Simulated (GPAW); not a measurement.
# A GW chain in GPAW: LiF (Griceite)

Wanted: ground state, empty states, screening and self-energy for LiF (Griceite).

Method: PBE and many-body steps on it, plane waves, in GPAW 26.7.0.

## 1. The starting structure

It takes space group Fm-3m (No. 225, cubic). Conventional cell: a = 4.028 Å, b = 4.028 Å, c = 4.028 Å, α = 90.00°, β = 90.00°, γ = 90.00°. Nearest to Li lie 6 F at 2.01 Å. F has 6 Li at 2.01 Å nearest. Farther neighbours and most contacts between anions are not listed.

The cell and positions come from the Crystallography Open Database and are kept as given unless a step says otherwise.

## 2. Ground state

This step: GPAW 26.7.0; DFT, PBE, plane waves, PAW.

The ground-state density comes first.

run.py reads:

```python
import json
import numpy as np
from gpaw.mpi import world
from ase import Atoms
from gpaw import GPAW, PW, FermiDirac

atoms = Atoms(['Li', 'F'],
    cell=[[0.0000000000, 2.0140000000, 2.0140000000],
      [2.0140000000, 0.0000000000, 2.0140000000],
      [2.0140000000, 2.0140000000, 0.0000000000]],
    scaled_positions=[[0.0000000000, 0.0000000000, 0.0000000000],
      [0.5000000000, 0.5000000000, 0.5000000000]],
    pbc=(True, True, True))
calc = GPAW(mode=PW(600),
    xc='PBE',
    kpts={'size': (10, 10, 10), 'gamma': True},
    occupations=FermiDirac(0.001),
    nbands=-7,
    convergence={'density': 1e-6, 'bands': -3},
    maxiter=100,
    txt='gs.txt')
atoms.calc = calc
res = {'energy': atoms.get_potential_energy()}
kpts = calc.get_ibz_k_points()
res['kpts'] = kpts
res['eigenvalues'] = [calc.get_eigenvalues(kpt=k) for k in range(len(kpts))]
res['n_electrons'] = calc.get_number_of_electrons()
calc.write('gs.gpw')

if world.rank == 0:
    with open('result.json', 'w') as f:
        json.dump(res, f, default=lambda x: x.tolist())
```

Command:

```
> mpirun -n 4 gpaw python run.py
```

Output:

```text
__  _  _
 | _ |_)|_||  |
 |__||  | ||/\| - 26.7.0

Input parameters:
  mode=PW(ecut=600.0),
  convergence={'density': 1e-06, 'bands': -3},
  kpts=MonkhorstPack(size=(10, 10, 10), gamma=True),
  maxiter=100,
  nbands=-7,
  occupations=Occupations(name='fermi-dirac', width=0.001, fixmagmom=False),
  xc=XC(name='PBE')
  [... matrices ...]
Diagonalizing LCAO Hamiltonian
Converting LCAO to pw mode

              F

       Li

Atoms  # Å, Bohr magnetons
|   | symbol |        x |        y |        z |    initial magnetic moments |
| 0 |     Li | 0.000000 | 0.000000 | 0.000000 | ( 0.0000,  0.0000,  0.0000) |
| 1 |      F | 2.014000 | 2.014000 | 2.014000 | ( 0.0000,  0.0000,  0.0000) |

Unit cell  # Å
| periodic |        x |        y |        z |  lengths |    angles |
|      yes | 0.000000 | 2.014000 | 2.014000 | 2.848226 | 60.000000 |
|      yes | 2.014000 | 0.000000 | 2.014000 | 2.848226 | 60.000000 |
|      yes | 2.014000 | 2.014000 | 0.000000 | 2.848226 | 60.000000 |

Number of symmetries: 48
Symmetry operations  # r_c * U_cc + t_c -> r_c
|    | kind |            matrix            |
|  0 |  σ   |  1, 0, 0,  1, 0,-1,  1,-1, 0 |
|  1 |  C2  |  1, 0, 0,  1,-1, 0,  1, 0,-1 |
|  2 |  E   |  1, 0, 0,  0, 1, 0,  0, 0, 1 |
|  3 |  σ   |  1, 0, 0,  0, 0, 1,  0, 1, 0 |
|  4 |  C4  |  1, 0,-1,  1, 0, 0,  1,-1, 0 |
|  5 |  S6  |  1, 0,-1,  1,-1, 0,  1, 0, 0 |
|  6 |  σ   |  1, 0,-1,  0, 1,-1,  0, 0,-1 |
|  7 |  C3  |  1, 0,-1,  0, 0,-1,  0, 1,-1 |
|  8 |  S6  |  1,-1, 0,  1, 0, 0,  1, 0,-1 |
|  9 |  C4  |  1,-1, 0,  1, 0,-1,  1, 0, 0 |
| 10 |  C3  |  1,-1, 0,  0,-1, 1,  0,-1, 0 |
| 11 |  σ   |  1,-1, 0,  0,-1, 0,  0,-1, 1 |
| 12 |  σ   |  0, 1, 0,  1, 0, 0,  0, 0, 1 |
| 13 |  C4  |  0, 1, 0,  0, 1,-1, -1, 1, 0 |
| 14 |  C3  |  0, 1, 0,  0, 0, 1,  1, 0, 0 |
| 15 |  S6  |  0, 1, 0, -1, 1, 0,  0, 1,-1 |
| 16 |  C2  |  0, 1,-1,  1, 0,-1,  0, 0,-1 |
| 17 |  σ   |  0, 1,-1,  0, 1, 0, -1, 1, 0 |
| 18 |  S4  |  0, 1,-1,  0, 0,-1,  1, 0,-1 |
| 19 |  C4  |  0, 1,-1, -1, 1, 0,  0, 1, 0 |
| 20 |  C3  |  0, 0, 1,  1, 0, 0,  0, 1, 0 |
| 21 |  σ   |  0, 0, 1,  0, 1, 0,  1, 0, 0 |
| 22 |  S6  |  0, 0, 1,  0,-1, 1, -1, 0, 1 |
| 23 |  C4  |  0, 0, 1, -1, 0, 1,  0,-1, 1 |
| 24 |  S4  |  0, 0,-1,  1, 0,-1,  0, 1,-1 |
| 25 |  C3  |  0, 0,-1,  0, 1,-1,  1, 0,-1 |
| 26 |  C2  |  0, 0,-1,  0,-1, 0, -1, 0, 0 |
| 27 |  S6  |  0, 0,-1, -1, 0, 0,  0,-1, 0 |
| 28 |  S4  |  0,-1, 1,  1,-1, 0,  0,-1, 0 |
| 29 |  C4  |  0,-1, 1,  0, 0, 1, -1, 0, 1 |
| 30 |  C2  |  0,-1, 1,  0,-1, 0,  1,-1, 0 |
| 31 |  σ   |  0,-1, 1, -1, 0, 1,  0, 0, 1 |
| 32 |  C3  |  0,-1, 0,  1,-1, 0,  0,-1, 1 |
| 33 |  S6  |  0,-1, 0,  0, 0,-1, -1, 0, 0 |
| 34 |  S4  |  0,-1, 0,  0,-1, 1,  1,-1, 0 |
| 35 |  C2  |  0,-1, 0, -1, 0, 0,  0, 0,-1 |
| 36 |  C2  | -1, 1, 0,  0, 1, 0,  0, 1,-1 |
| 37 |  S6  | -1, 1, 0,  0, 1,-1,  0, 1, 0 |
| 38 |  S4  | -1, 1, 0, -1, 0, 1, -1, 0, 0 |
| 39 |  C3  | -1, 1, 0, -1, 0, 0, -1, 0, 1 |
| 40 |  S6  | -1, 0, 1,  0, 0, 1,  0,-1, 1 |
| 41 |  C2  | -1, 0, 1,  0,-1, 1,  0, 0, 1 |
| 42 |  C3  | -1, 0, 1, -1, 1, 0, -1, 0, 0 |
| 43 |  S4  | -1, 0, 1, -1, 0, 0, -1, 1, 0 |
| 44 |  C2  | -1, 0, 0,  0, 0,-1,  0,-1, 0 |
| 45 |  i   | -1, 0, 0,  0,-1, 0,  0, 0,-1 |
| 46 |  σ   | -1, 0, 0, -1, 1, 0, -1, 0, 1 |
| 47 |  C2  | -1, 0, 0, -1, 0, 1, -1, 1, 0 |

BZ-sampling:
  Number of BZ points: 1000
  Number of IBZ points: 47

  Monkhorst-Pack size: [10, 10, 10]
  Monkhorst-Pack shift: [0.05, 0.05, 0.05]

K-points  # in reciprocal-cell coordinates
|     |                                coordinates |     weight |
|   0 | (  0.00000000,   0.00000000,   0.00000000) | 0.00100000 |
|   1 | (  0.10000000,   0.10000000,   0.00000000) | 0.00600000 |
|   2 | (  0.10000000,   0.10000000,   0.10000000) | 0.00800000 |
|   3 | (  0.20000000,   0.10000000,   0.10000000) | 0.01200000 |
|   4 | (  0.20000000,   0.20000000,   0.00000000) | 0.00600000 |
|   5 | (  0.20000000,   0.20000000,   0.10000000) | 0.02400000 |
|   6 | (  0.20000000,   0.20000000,   0.20000000) | 0.00800000 |
|   7 | (  0.30000000,   0.20000000,   0.10000000) | 0.02400000 |
|   8 | (  0.30000000,   0.20000000,   0.20000000) | 0.02400000 |
|   9 | (  0.30000000,   0.30000000,   0.00000000) | 0.00600000 |
| ... |                                            |            |
|  46 | (  0.50000000,   0.50000000,   0.50000000) | 0.00400000 |

Plane wave coefficients: 556
Cutoff: 600.0 eV

Spin-components: 1 (collinear spins)
Bands:           11
Projectors:      8
Spin-degeneracy: 2
Datatype:        complex128

  Storage: CPU
  Wave functions: 4_442_064 bytes (1_110_516 per core)
  Projectors: 7_672_656 bytes (1_918_164 per core)
  [... matrices ...]
Parallelization:
  kpt:    4
  domain: 1
  band:   1

Density:
  Valence electrons: 8.0
  Components: 1
  Grid points: [18 18 18]
  Charge: 0.0  # |e|

Potential:
  Grid points: [18 18 18]

species:
  Li:
    name:    Lithium
    Z:       3.0
    valence: 1
    core:    2
    charge:  0.0  # [|e|]
    compensation charges:
      type: gauss
      rc: 0.33  # [Å]
      lmax: 2
    cutoffs:
      filter: 1.91  # [Å]
      core: 2.55  # [Å]
    projectors
    | kind |    occ | energy [eV] | rcut [Å] |
    |   2s |  1.000 |      -2.874 |    1.058 |
    |   2p |  0.000 |      -1.090 |    1.058 |
    |    s |        |      24.337 |    1.058 |

    Using partial waves for Li as LCAO basis

  F:
    name:    Fluorine
    Z:       9.0
    valence: 7
    core:    2
    charge:  0.0  # [|e|]
    compensation charges:
      type: gauss
      rc: 0.20  # [Å]
      lmax: 2
    cutoffs:
      filter: 1.14  # [Å]
      core: 0.74  # [Å]
    projectors
    | kind |    occ | energy [eV] | rcut [Å] |
    |   2s |  2.000 |     -29.898 |    0.635 |
    |   2p |  5.000 |     -11.110 |    0.635 |
    |    s |        |      -2.687 |    0.635 |
    |    p |        |      16.102 |    0.635 |
    |    d |        |       0.000 |    0.635 |

    Using partial waves for F as LCAO basis

Reference energy: -2916.868605  # eV

eigensolver:
  PPCG
  Converge bands: -3
  niter=2

density mixing:
  MSR1-Mixer
  Pratt-step length: 0.05
  Maximum mixing coefficient: 0.75
  Old densities: 10
  SVD Regularization: 0.005
  Good broyden scale: 1.0
  Trust region scale: 1.0
  Backstep threshold: 4.0
  History deletion threshold: 6.0
  Fourier metric: weight=20.0, sigma=0.015

occupation numbers:
  Fermi-Dirac:
    width: 0.0010  # eV

poisson solver:
  ecut: 4800.0  # eV

xc functional:
  name: PBE with 2 nearest neighbor stencil

Initialization done in: 1.024 s

convergence criteria:
- Maximum integral of absolute [dens]ity change: 1e-06 electrons / valence electron
- Maximum [total energy] change in last 3 cyles: 0.0005 eV / valence electron
- Maximum integral of absolute [eigenst]ate change: 4e-08 eV^2 / valence electron
maximum number of iterations: 100

SCF iterations
|iter     |     time |      energy | eigst |  dens |
|iter:   1|  |   -9.693387 | +2.00 |       |
|iter:   2|  |   -9.639534 | -0.02 | -1.07 |
|iter:   3|  |   -9.491681 | -1.14 | -1.12 |
|iter:   4|  |   -9.499847 | -3.10 | -1.55 |
|iter:   5|  |   -9.503931 | -2.98 | -1.86 |
|iter:   6|  |   -9.503952 | -5.53 | -3.07 |
|iter:   7|  |   -9.503959c| -5.90 | -3.40 |
|iter:   8|  |   -9.503959c| -7.98c| -4.76 |
|iter:   9|  |   -9.503959c| -8.55c| -5.08 |
|iter:  10|  |   -9.503959c| -9.66c| -6.55c|

Converged in 10 steps
SCF loop duration: 1.729 s (0.173 s/step)
Energy contributions relative to reference atoms: (reference = -2916.868605)
  [... matrices ...]
Energy contributions:
  Kinetic:          12.232804
  Coulomb:         -12.018208
  Zero:              0.224595
  External:          0.000000
  Xc:               -9.943149
  Entropy:          -0.000000
  Spinorbit:         0.000000
  ----------------------------
  Free energy:      -9.503959
  Extrapolated:     -9.503959

dipole moment: (-2.308529, -2.308529, -2.308529)  # |e|*Ang

Fermi level: 2.918
Eigenvalues  # (at kpt = [0.000, 0.000, 0.000])
| band index |      eig [eV] | occ [0-2] |
|          0 |       -20.707 |     2.000 |
|          1 |        -0.676 |     2.000 |
|          2 |        -0.676 |     2.000 |
|          3 |        -0.676 |     2.000 |
|          4 |         8.393 |     0.000 |
|          5 |        23.528 |     0.000 |
|          6 |        23.528 |     0.000 |
|          7 |        23.528 |     0.000 |
|          8 |        23.828 |     0.000 |
|          9 |        23.828 |     0.000 |
|         10 |        23.828 |     0.000 |

Gap: 9.070 eV
Transition (v -> c):
  (s=0, k=0, n=3, [0.00, 0.00, 0.00]) -> (s=0, k=0, n=4, [0.00, 0.00, 0.00])
No difference between direct/indirect transitions
# Writing to gs.gpw (mode='')
  [... matrices ...]
```

Elapsed: 4.3 s, on 4 MPI ranks of Arm Neoverse V2, shared host; peak memory 0.58 GiB.

This step gave:

* total energy: -9.504 eV
* gap: 9.070 eV
* k of the valence top: 0, 0, 0
* k of the conduction bottom: 0, 0, 0
* least direct gap: 9.070 eV

The gap is direct, at Γ.

## 3. Bands along the symmetry lines

Levels along a band path, at the cheap level, show where the edges lie and whether the meshes to come will hold them.

run.py reads:

```python
import json
import numpy as np
from gpaw.mpi import world
from gpaw import GPAW

path = [[0.000000, 0.000000, 0.000000],
    [0.062500, 0.000000, 0.062500],
    [0.125000, 0.000000, 0.125000],
    [0.187500, 0.000000, 0.187500],
    [0.250000, 0.000000, 0.250000],
    [0.312500, 0.000000, 0.312500],
    [0.375000, 0.000000, 0.375000],
    [0.437500, 0.000000, 0.437500],
    [0.500000, 0.000000, 0.500000],
    [0.515625, 0.031250, 0.515625],
    [0.531250, 0.062500, 0.531250],
    [0.546875, 0.093750, 0.546875],
    [0.562500, 0.125000, 0.562500],
    [0.578125, 0.156250, 0.578125],
    [0.593750, 0.187500, 0.593750],
    [0.609375, 0.218750, 0.609375],
    [0.625000, 0.250000, 0.625000],
    [0.375000, 0.375000, 0.750000],
    [0.328125, 0.328125, 0.656250],
    [0.281250, 0.281250, 0.562500],
    [0.234375, 0.234375, 0.468750],
    [0.187500, 0.187500, 0.375000],
    [0.140625, 0.140625, 0.281250],
    [0.093750, 0.093750, 0.187500],
    [0.046875, 0.046875, 0.093750],
    [0.000000, 0.000000, 0.000000],
    [0.062500, 0.062500, 0.062500],
    [0.125000, 0.125000, 0.125000],
    [0.187500, 0.187500, 0.187500],
    [0.250000, 0.250000, 0.250000],
    [0.312500, 0.312500, 0.312500],
    [0.375000, 0.375000, 0.375000],
    [0.437500, 0.437500, 0.437500],
    [0.500000, 0.500000, 0.500000],
    [0.500000, 0.468750, 0.531250],
    [0.500000, 0.437500, 0.562500],
    [0.500000, 0.406250, 0.593750],
    [0.500000, 0.375000, 0.625000],
    [0.500000, 0.343750, 0.656250],
    [0.500000, 0.312500, 0.687500],
    [0.500000, 0.281250, 0.718750],
    [0.500000, 0.250000, 0.750000],
    [0.500000, 0.218750, 0.718750],
    [0.500000, 0.187500, 0.687500],
    [0.500000, 0.156250, 0.656250],
    [0.500000, 0.125000, 0.625000],
    [0.500000, 0.093750, 0.593750],
    [0.500000, 0.062500, 0.562500],
    [0.500000, 0.031250, 0.531250],
    [0.500000, 0.000000, 0.500000]]
calc = GPAW('gs.gpw').fixed_density(kpts=path,
    symmetry='off',
    nbands=14,
    convergence={'bands': 10},
    txt='bands.txt')
res = {}
kpts = calc.get_ibz_k_points()
res['kpts'] = kpts
res['eigenvalues'] = [calc.get_eigenvalues(kpt=k) for k in range(len(kpts))]
res['n_electrons'] = calc.get_number_of_electrons()

if world.rank == 0:
    with open('result.json', 'w') as f:
        json.dump(res, f, default=lambda x: x.tolist())
```

Command:

```
> mpirun -n 4 gpaw python run.py
```

Output:

```text
Diagonalizing LCAO Hamiltonian
Converting LCAO to pw mode
convergence criteria:
- Maximum integral of absolute [eigenst]ate change: 4e-08 eV^2 / valence electron
maximum number of iterations: 100

SCF iterations
|iter     |     time |      energy | eigst |  dens |
|iter:   1|  |             | +2.64 |       |
|iter:   2|  |             | +0.85 |       |
|iter:   3|  |             | -1.38 |       |
|iter:   4|  |             | -2.77 |       |
|iter:   5|  |             | -4.90 |       |
|iter:   6|  |             | -6.47 |       |
|iter:   7|  |             | -7.66c|       |
SCF steps: 7
  __  _  _
 | _ |_)|_||  |
 |__||  | ||/\| - 26.7.0

Input parameters:
  mode=PW(ecut=600.0),
  convergence={'bands': 10},
  gpts=array([18, 18, 18]),
  kpts=KPoints(kpts=array([[0.      , 0.      , 0.      ],
         [0.0625  , 0.      , 0.0625  ],
         [0.125   , 0.      , 0.125   ],
         [0.1875  , 0.      , 0.1875  ],
[...]
[0.515625, 0.03125 , 0.515625],
[...]
[0.546875, 0.09375 , 0.546875],
[...]
[0.578125, 0.15625 , 0.578125],
[...]
[0.609375, 0.21875 , 0.609375],
[...]
[0.328125, 0.328125, 0.65625 ],
[...]
[0.234375, 0.234375, 0.46875 ],
[...]
[0.140625, 0.140625, 0.28125 ],
[...]
[0.046875, 0.046875, 0.09375 ],
[...]
[0.5     , 0.0625  , 0.5625  ],
         [0.5     , 0.03125 , 0.53125 ],
         [0.5     , 0.      , 0.5     ]])),
  maxiter=100,
  nbands=14,
  occupations=Occupations(name='fermi-dirac', width=0.001, fixmagmom=False),
  parallel={},
  symmetry=Symmetry(point_group=False, time_reversal=False),
  xc=XC(name='PBE')
```

It took 3.9 s on 4 MPI ranks; peak memory 0.51 GiB; 15 s of CPU time.

Numbers from this step:

```yaml
gap: 9.068 eV
k_of_the_valence_top: 0.0469, 0.0469, 0.0938
k_of_the_conduction_bottom: 0, 0, 0
least_direct_gap: 9.070 eV
```

The gap is 9.068 eV, −0.002 eV from the run before at this level.

The electronic bands at the labelled points (eV, zero at the top of the highest filled band; v1 is the highest filled band, c1 the lowest empty one):

```
    point      v4     v3     v2     v1     c1     c2     c3     c4
        Γ  -20.03   0.00   0.00   0.00   9.07  24.20  24.20  24.20
  halfway  -19.71  -1.43  -0.51  -0.51  11.41  18.85  19.80  20.73
        X  -19.30  -3.01  -1.00  -1.00  14.83  16.57  17.45  20.33
  halfway  -19.31  -2.88  -1.18  -0.93  14.85  15.88  17.69  20.15
        U  -19.34  -2.50  -1.57  -0.73  14.52  14.93  18.43  19.75
jump to K  -19.34  -2.50  -1.57  -0.73  14.52  14.93  18.43  19.75
  halfway  -19.70  -1.51  -0.76  -0.08  11.08  17.02  19.99  20.28
        Γ  -20.03   0.00   0.00   0.00   9.07  24.20  24.20  24.20
  halfway  -19.80  -1.38  -0.11  -0.11  10.33  18.00  20.67  20.67
        L  -19.56  -2.53  -0.22  -0.22  10.77  16.77  18.97  18.97
  halfway  -19.44  -2.34  -1.23  -0.48  12.53  15.78  19.03  19.20
        W  -19.32  -2.08  -2.08  -0.80  15.09  15.09  17.49  19.25
  halfway  -19.31  -2.75  -1.34  -0.90  14.87  15.78  17.47  19.78
        X  -19.30  -3.01  -1.00  -1.00  14.83  16.57  17.45  20.33
```

The electronic bands as a text plot (rows in eV, shown from -8.0 to 15.1 only):

```
   14.6 |          ++++++++                              + ++++++
   13.6 |         +        +                           ++
   12.7 |       ++          ++                        +
   11.7 |     ++              ++                    ++
   10.7 |    +                  +++         ++++++++
    9.8 |  ++                      ++    +++
    8.8 |++                          ++++
    7.9 |
    6.9 |
    5.9 |
    5.0 |
    4.0 |
    3.1 |
    2.1 |
    1.1 |
    0.2 |****                 ***********************
   -0.8 |  **************************    ***        *************
   -1.8 |     ****       ********           ****       *******
   -2.7 |         *********                     ********   ******
   -3.7 |
   -4.6 |
   -5.6 |
   -6.6 |
   -7.5 |
         Γ           X  U|K            Γ         L        W     X
```

## 4. Empty states on the mesh, 6×6×6 mesh, 61 bands

The sums over transitions need many empty states on a uniform mesh; this step solves for them.

run.py reads:

```python
import json
import numpy as np
from gpaw.mpi import world
from gpaw import GPAW

calc = GPAW('gs.gpw').fixed_density(kpts={'size': (6, 6, 6), 'gamma': True},
    parallel={'domain': 1, 'band': 1},
    txt='nscf.txt')
calc.diagonalize_full_hamiltonian(nbands=61)
calc.write('full.gpw', mode='all')
res = {}
kpts = calc.get_ibz_k_points()
res['kpts'] = kpts
res['eigenvalues'] = [calc.get_eigenvalues(kpt=k) for k in range(len(kpts))]
res['n_electrons'] = calc.get_number_of_electrons()

if world.rank == 0:
    with open('result.json', 'w') as f:
        json.dump(res, f, default=lambda x: x.tolist())
```

Command:

```
> mpirun -n 4 gpaw python run.py
```

Output:

```text
Diagonalizing LCAO Hamiltonian
Converting LCAO to pw mode
convergence criteria:
- Maximum integral of absolute [eigenst]ate change: 4e-08 eV^2 / valence electron
maximum number of iterations: 100

SCF iterations
|iter     |     time |      energy | eigst |  dens |
|iter:   1|  |             | +2.03 |       |
|iter:   2|  |             | +0.43 |       |
|iter:   3|  |             | -2.05 |       |
|iter:   4|  |             | -4.47 |       |
|iter:   5|  |             | -6.36 |       |
|iter:   6|  |             | -7.91c|       |
SCF steps: 6
  __  _  _
 | _ |_)|_||  |
 |__||  | ||/\| - 26.7.0

Input parameters:
  mode=PW(ecut=600.0),
  convergence={'density': 1e-06, 'bands': -3},
  gpts=array([18, 18, 18]),
  kpts=MonkhorstPack(size=(6, 6, 6), gamma=True),
  maxiter=100,
  nbands=11,
  occupations=Occupations(name='fermi-dirac', width=0.001, fixmagmom=False),
  parallel={'domain': 1, 'band': 1},
  xc=XC(name='PBE')
Matrix size: 554x554
# Writing to full.gpw (mode='all')
  [... matrices ...]

timing:  # [seconds]
  Total: 0.968  # ━━━━━━━━━━━━━━━━━━━━━━━━━━━━━━━━━━━━━━━━━━━━━━━━━━━━━━━━━━━
```

It took 3.9 s on 4 MPI ranks; peak memory 0.52 GiB.

This step gave:

```
gap                                                           : 9.070 eV
k of the valence top                                          : 0, 0, 0
k of the conduction bottom                                    : 0, 0, 0
least direct gap                                              : 9.070 eV
k points computed                                             : 16
lowest point of the top converged band, above the valence top : 121.4282 eV
```

On this mesh the gap is 9.070 eV.

[end of part 1 of 2]

[Paths, hosts, dates, memory and timing lines, banners, echoed tables and standing remarks are left out of the program output.]

[Logs are printed without paths, hosts, clocks, repeated set-up lines and the standing remarks that a program may print on its own settings, such as how far it seeks lower states.]

[Runs of the session that timed out or met a known fault of the program may be left out.]

[Hosts, paths, dates, database ids (printed as entryN), source tags and the programs' standing remarks are cut or masked in the printed files.]
